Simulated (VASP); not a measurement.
# Li2O (Fm-3m) in VASP: notebook

One crystal, Li2O, is run at these levels: r2SCAN, r2SCAN+rVV10; tasks: relaxation of cell and atoms.

Program: VASP 6.6.1. These are calculated values, not measurements. Logs are shortened: lines on timing, memory, paths and dates and some standing lists are left out, and cuts for length are marked.

## (1) The structure

The structure is cubic, space group Fm-3m (No. 225). Conventional cell: a = 4.627 Å, b = 4.627 Å, c = 4.627 Å, α = 90.00°, β = 90.00°, γ = 90.00°. Li (site symmetry -43m) has 4 O at 2.00 Å as nearest neighbours. O (site symmetry m-3m) is surrounded by 8 Li at 2.00 Å.

## (2) Relaxation of cell and atoms, r2SCAN

Contents of INCAR:

```
SYSTEM = Li2O
  PREC = Accurate
  ENCUT = 600
  EDIFF = 1E-7
  ISMEAR = 0
  SIGMA = 0.02
  LREAL = .FALSE.
  LASPH = .TRUE.
  NELM = 100
  ALGO = Normal
  ISIF = 3
  LWAVE = .FALSE.
  LCHARG = .FALSE.
  METAGGA = R2SCAN
  LMIXTAU = .TRUE.
  IBRION = 2
  NSW = 90
  EDIFFG = -0.005
```

Contents of KPOINTS:

```
regular mesh
0
G
  8 8 8
  0 0 0
```

Contents of POSCAR:

```
Li2O
1.0
    0.0000000000      2.3135000000      2.3135000000
    2.3135000000      0.0000000000      2.3135000000
    2.3135000000      2.3135000000      0.0000000000
Li O
2 1
Direct
    0.2500000000      0.2500000000      0.2500000000
    0.7500000000      0.7500000000      0.7500000000
    0.0000000000      0.0000000000      0.0000000000
```

Potentials or basis: VASP PAW PBE potentials, release 64 (Li_sv, O).

On the command line:

```console
$ cat potpaw_PBE.64/Li_sv/POTCAR potpaw_PBE.64/O/POTCAR > POTCAR
$ mpirun -np 1 vasp_std > vasp.out
```

OUTCAR:

```text
SYSTEM = Li2O
   PREC = Accurate
   ENCUT = 600
   EDIFF = 1E-7
   ISMEAR = 0
   LREAL = .FALSE.
   LASPH = .TRUE.
   NELM = 100
   ISIF = 3
   METAGGA = R2SCAN
   IBRION = 2
   NSW = 90
   EDIFFG = -0.005

 ion  position               nearest neighbor table
   1  0.250  0.250  0.250-   3 2.00   3 2.00   3 2.00   3 2.00   2 2.31   2 2.31   2 2.31   2 2.31
                             2 2.31   2 2.31
   2  0.750  0.750  0.750-   3 2.00   3 2.00   3 2.00   3 2.00   1 2.31   1 2.31   1 2.31   1 2.31
                             1 2.31   1 2.31
   3  0.000  0.000  0.000-   2 2.00   2 2.00   2 2.00   1 2.00   2 2.00   1 2.00   1 2.00   1 2.00

  LATTYP: Found a face centered cubic cell.
 ALAT       =     4.6270000000

  Lattice vectors:

 A1 = (   0.0000000000,   2.3135000000,   2.3135000000)
 A2 = (   2.3135000000,   0.0000000000,   2.3135000000)
 A3 = (   2.3135000000,   2.3135000000,   0.0000000000)

Analysis of symmetry for initial positions (statically):
=====================================================================
 Subroutine PRICEL returns:
 Original cell was already a primitive cell.

 Routine SETGRP: Setting up the symmetry group for a
 face centered cubic supercell.

 Subroutine GETGRP returns: Found 48 space group operations
 (whereof 48 operations were pure point group operations)
 out of a pool of 48 trial point group operations.

The static configuration has the point symmetry O_h .

Analysis of symmetry for dynamics (positions and initial velocities):
=====================================================================
 Subroutine PRICEL returns:
 Original cell was already a primitive cell.

 Routine SETGRP: Setting up the symmetry group for a
 face centered cubic supercell.

 Subroutine GETGRP returns: Found 48 space group operations
 (whereof 48 operations were pure point group operations)
 out of a pool of 48 trial point group operations.

The dynamic configuration has the point symmetry O_h .

 Subroutine INISYM returns: Found 48 space group operations
 (whereof 48 operations are pure point group operations),
 and found     1 'primitive' translations

----------------------------------------------------------------------------------------

                                     Primitive cell

  volume of cell :      24.7650

  direct lattice vectors                    reciprocal lattice vectors
     0.000000000  2.313500000  2.313500000    -0.216122758  0.216122758  0.216122758
     2.313500000  0.000000000  2.313500000     0.216122758 -0.216122758  0.216122758
     2.313500000  2.313500000  0.000000000     0.216122758  0.216122758 -0.216122758

  length of vectors
     3.271783077  3.271783077  3.271783077     0.374335597  0.374335597  0.374335597
[... 108 lines left out ...]
   METAGGA = R2SCAN    functional components
   LHFCALC =     F    Hartree Fock is set to
   AEXX    =    0.0000 exact exchange contribution
   IVDW    =     0    specifies the selected vdW correction
   LEPSILON=     F    determine dielectric tensor
   LRPA    =     F    only Hartree local field effects (RPA)
 conjugate gradient relaxation of ions
 non-spin polarized calculation
 Gauss-broadening in eV      SIGMA  =   0.02
  energy-cutoff  :      600.00
  volume of cell :       24.77
 maximum number of plane-waves:       869
 NGX is ok and might be reduce to    28
   NGX = 13   NGY = 13   NGZ = 13

--------------------------------------- Ionic step        1  -------------------------------------------

 number of electron      11.9999999 magnetization

 Free energy of the ion-electron system (eV)
  ---------------------------------------------------
  ext. energy  EPLUGINS =         0.00000000
  ---------------------------------------------------
  free energy    TOTEN  =       -16.83062397 eV

  energy without entropy =      -16.83062397  energy(sigma->0) =      -16.83062397

------------------------ aborting loop because EDIFF is reached ----------------------------------------

  FORCE on cell =-STRESS in cart. coord.  units (eV):
  Direction    XX          YY          ZZ          XY          YZ          ZX
  --------------------------------------------------------------------------------------
  -------------------------------------------------------------------------------------
  Total       -0.5239289     -0.5239289     -0.5239289      0.0000000      0.0000000     -0.0000000
  in kB      -33.8956883    -33.8956883    -33.8956883      0.0000000      0.0000000     -0.0000000
  external PRESSURE =     -33.8956883 kB  Pullay stress =       0.0000000 kB
[... 61 lines left out ...]
--------------------------------------- Ionic step        3  -------------------------------------------

 number of electron      12.0000004 magnetization

 Free energy of the ion-electron system (eV)
  ---------------------------------------------------
  ext. energy  EPLUGINS =         0.00000000
  ---------------------------------------------------
  free energy    TOTEN  =       -16.83943872 eV

  energy without entropy =      -16.83943872  energy(sigma->0) =      -16.83943872

 E-fermi :   1.3381     XC(G=0): -10.4240

 val. band max:        1.1169893998   @ k =   0.0000   0.0000   0.0000
 cond. band min:       6.8519798809   @ k =   0.5000   0.5000   0.0000
 fundamental gap:      5.7349904812
 Fermi energy:         1.3381283399

 k-point     1 :       0.0000    0.0000    0.0000
  band No.  band energies     occupation
      1     -43.1349      2.00000
      2     -42.7807      2.00000
      3     -15.3058      2.00000
      4       1.1170      2.00000
      5       1.1170      2.00000
      6       1.1170      2.00000
      7       7.4955      0.00000
      8      14.4208      0.00000
      9      14.4210      0.00000
     10      14.4210      0.00000
[... 287 lines left out ...]
 k-point    24 :      -0.3750    0.2500    0.1250
  band No.  band energies     occupation
      1     -42.9397      2.00000
      2     -42.9389      2.00000
      3     -15.0781      2.00000
      4      -1.3664      2.00000
      5       0.1008      2.00000
      6       0.2865      2.00000
      7       9.9908      0.00000
      8      12.7193      0.00000
      9      15.5542      0.00000
     10      16.0292      0.00000

 [... further k-points ...]

------------------------ aborting loop because EDIFF is reached ----------------------------------------

  FORCE on cell =-STRESS in cart. coord.  units (eV):
  Direction    XX          YY          ZZ          XY          YZ          ZX
  --------------------------------------------------------------------------------------
  -------------------------------------------------------------------------------------
  Total        0.0072692      0.0072692      0.0072692      0.0000000      0.0000000      0.0000000
  in kB        0.4886371      0.4886371      0.4886371      0.0000000      0.0000000      0.0000000
  external PRESSURE =       0.4886371 kB  Pullay stress =       0.0000000 kB
[... 18 lines left out ...]
  FREE ENERGIE OF THE ION-ELECTRON SYSTEM (eV)
  ---------------------------------------------------
  free  energy   TOTEN  =       -16.8394387240 eV

  energy  without entropy=      -16.8394387240  energy(sigma->0) =      -16.83943872

 reached required accuracy - stopping structural energy minimisation
```

OSZICAR:

```text
N       E                     dE             d eps       ncg     rms          rms(c)
DAV:   1     0.415339998992E+02    0.41534E+02   -0.72780E+03   580   0.149E+03
DAV:   2    -0.157712495153E+02   -0.57305E+02   -0.54897E+02   686   0.266E+02
DAV:   3    -0.213480184464E+02   -0.55768E+01   -0.55522E+01  1012   0.684E+01
DAV:   4    -0.214415415869E+02   -0.93523E-01   -0.93456E-01   798   0.917E+00
[... 49 lines left out ...]
DAV:   9    -0.168394352325E+02   -0.39446E-05   -0.43064E-07   612   0.911E-03    0.466E-04
DAV:  10    -0.168394387489E+02   -0.35164E-05   -0.12904E-07   612   0.485E-03    0.148E-04
DAV:  11    -0.168394389365E+02   -0.18761E-06   -0.24080E-08   378   0.252E-03    0.108E-04
DAV:  12    -0.168394388206E+02    0.11588E-06   -0.17180E-09   314   0.541E-04    0.241E-05
DAV:  13    -0.168394387240E+02    0.96605E-07   -0.28232E-10   314   0.181E-04
   3 F= -.16839439E+02 E0= -.16839439E+02  d E =-.881476E-02
```

It took 3.7 min on 1 thread of Intel Xeon Platinum 8175M at 2.50GHz (Skylake/Cascade Lake), shared host; peak memory 0.15 GiB.

What came out:

* Free energy: -16.8394 eV
* Relaxed volume: 7.94 Å³/atom
* Relaxed cell: a = 3.230 Å, b = 3.230 Å, c = 3.230 Å, α = 60.00°, β = 60.00°, γ = 60.00°
* Space group after relaxing (to 0.05 Å): Fm-3m (No. 225)
* Energy gained by relaxing: 2.9 meV/atom
* Ionic steps: 3
* Pressure after relaxing: 0.0 GPa
* Band gap on the k mesh: 5.74 eV, indirect (least direct gap 6.38 eV)

Step by step:
| step | energy change (eV) | largest force (eV/Å) | pressure (GPa) | volume (Å³) |
| --- | --- | --- | --- | --- |
| 1 | 0.0000 | 0.0000 | -3.39 | 24.77 |
| 2 | -0.0081 | 0.0000 | -1.17 | 24.14 |
| 3 | -0.0088 | 0.0000 | 0.05 | 23.83 |

Final structure:
```yaml
crystal:
  lattice:
    - [0.00000, 2.28416, 2.28416]
    - [2.28416, 0.00000, 2.28416]
    - [2.28416, 2.28416, 0.00000]
  atoms:
    - { symbol: Li, position: [0.25000, 0.25000, 0.25000] }
    - { symbol: Li, position: [0.75000, 0.75000, 0.75000] }
    - { symbol: O, position: [0.00000, 0.00000, 0.00000] }
```

Caveat: the cutoff is under 1.25 times the usual one of these potentials, so pressure, stress and relaxed cells hold a basis-set (Pulay) error; the PAW data sets were made with another functional, which shifts forces and pressure a little.

## (3) Relaxation of cell and atoms, r2SCAN+rVV10

INCAR, as its differences from that of step 2:

```diff
@@ -15,2 +15,6 @@
   LMIXTAU = .TRUE.
+  LUSE_VDW = .TRUE.
+  IVDW_NL = 2
+  BPARAM = 11.95
+  CPARAM = 0.0093
   IBRION = 2
```

KPOINTS is that of step 2.

POSCAR is that of step 2.

Potentials or basis: VASP PAW PBE potentials, release 64 (Li_sv, O).

On the command line:

```console
$ cat potpaw_PBE.64/Li_sv/POTCAR potpaw_PBE.64/O/POTCAR > POTCAR
$ mpirun -np 1 vasp_std > vasp.out
```

OUTCAR:

```text
SYSTEM = Li2O
   PREC = Accurate
   ENCUT = 600
   EDIFF = 1E-7
   ISMEAR = 0
   LREAL = .FALSE.
   LASPH = .TRUE.
   NELM = 100
   ISIF = 3
   METAGGA = R2SCAN
   IVDW_NL = 2
   BPARAM = 11.95
   IBRION = 2
   NSW = 90
   EDIFFG = -0.005

 ion  position               nearest neighbor table
   1  0.250  0.250  0.250-   3 2.00   3 2.00   3 2.00   3 2.00   2 2.31   2 2.31   2 2.31   2 2.31
                             2 2.31   2 2.31
   2  0.750  0.750  0.750-   3 2.00   3 2.00   3 2.00   3 2.00   1 2.31   1 2.31   1 2.31   1 2.31
                             1 2.31   1 2.31
   3  0.000  0.000  0.000-   2 2.00   2 2.00   2 2.00   1 2.00   2 2.00   1 2.00   1 2.00   1 2.00

  LATTYP: Found a face centered cubic cell.
 ALAT       =     4.6270000000

  Lattice vectors:

[... 276 lines left out ...]

 k-point     1 :       0.0000    0.0000    0.0000
  band No.  band energies     occupation
      1     -43.0582      2.00000
      2     -42.6949      2.00000
      3     -15.2895      2.00000
      4       1.1424      2.00000
      5       1.1424      2.00000
      6       1.1424      2.00000
      7       7.5184      0.00000
      8      14.4559      0.00000
      9      14.4562      0.00000
     10      14.4562      0.00000
[... 287 lines left out ...]
 k-point    24 :      -0.3750    0.2500    0.1250
  band No.  band energies     occupation
      1     -42.8578      2.00000
      2     -42.8570      2.00000
      3     -15.0616      2.00000
      4      -1.3680      2.00000
      5       0.1174      2.00000
      6       0.3028      2.00000
      7       9.9916      0.00000
      8      12.7690      0.00000
      9      15.5960      0.00000
     10      16.0825      0.00000

 [... further k-points ...]

------------------------ aborting loop because EDIFF is reached ----------------------------------------

  FORCE on cell =-STRESS in cart. coord.  units (eV):
  Direction    XX          YY          ZZ          XY          YZ          ZX
  --------------------------------------------------------------------------------------
  -------------------------------------------------------------------------------------
  Total        0.0072399      0.0072399      0.0072399      0.0000000      0.0000000      0.0000000
  in kB        0.4897972      0.4897972      0.4897972      0.0000000      0.0000000      0.0000000
  external PRESSURE =       0.4897972 kB  Pullay stress =       0.0000000 kB
[... 18 lines left out ...]
  FREE ENERGIE OF THE ION-ELECTRON SYSTEM (eV)
  ---------------------------------------------------
  free  energy   TOTEN  =       -16.4850524278 eV

  energy  without entropy=      -16.4850524278  energy(sigma->0) =      -16.48505243

 reached required accuracy - stopping structural energy minimisation
```

Run time: 7.3 min. Hardware: 1 thread of Intel Xeon Platinum 8175M at 2.50GHz (Skylake/Cascade Lake), shared host; peak memory 0.26 GiB.

Results:

```yaml
Free_energy: -16.4851 eV
Relaxed_volume: 7.89 Å³/atom
Relaxed_cell: a = 3.223 Å, b = 3.223 Å, c = 3.223 Å, α = 60.00°, β = 60.00°, γ = 60.00°
Space_group_after_relaxing_to_0.05_Å: Fm-3m (No. 225)
Energy_gained_by_relaxing: 4.1 meV/atom
Ionic_steps: 3
Pressure_after_relaxing: 0.0 GPa
Band_gap_on_the_k_mesh: 5.69 eV, indirect (least direct gap 6.38 eV)
```

Step by step:
```
step  energy change (eV)  largest force (eV/Å)  pressure (GPa)  volume (Å³)
   1              0.0000                0.0000           -3.97        24.77
   2             -0.0113                0.0000           -1.36        24.04
   3             -0.0124                0.0000            0.05        23.68
```

Final structure:
```cif
data_structure
_symmetry_space_group_name_H-M 'P 1'
_symmetry_Int_Tables_number 1
_cell_length_a 3.2234
_cell_length_b 3.2234
_cell_length_c 3.2234
_cell_angle_alpha 60.000
_cell_angle_beta 60.000
_cell_angle_gamma 60.000
_cell_volume 23.68
loop_
_atom_site_label
_atom_site_type_symbol
_atom_site_fract_x
_atom_site_fract_y
_atom_site_fract_z
_atom_site_occupancy
Li1 Li 0.25000 0.25000 0.25000 1
Li2 Li 0.75000 0.75000 0.75000 1
O1 O 0.00000 0.00000 0.00000 1
```

Caveat: the cutoff is under 1.25 times the usual one of these potentials, so pressure, stress and relaxed cells hold a basis-set (Pulay) error; the PAW data sets were made with another functional, which shifts forces and pressure a little. A k mesh can miss the band edges.
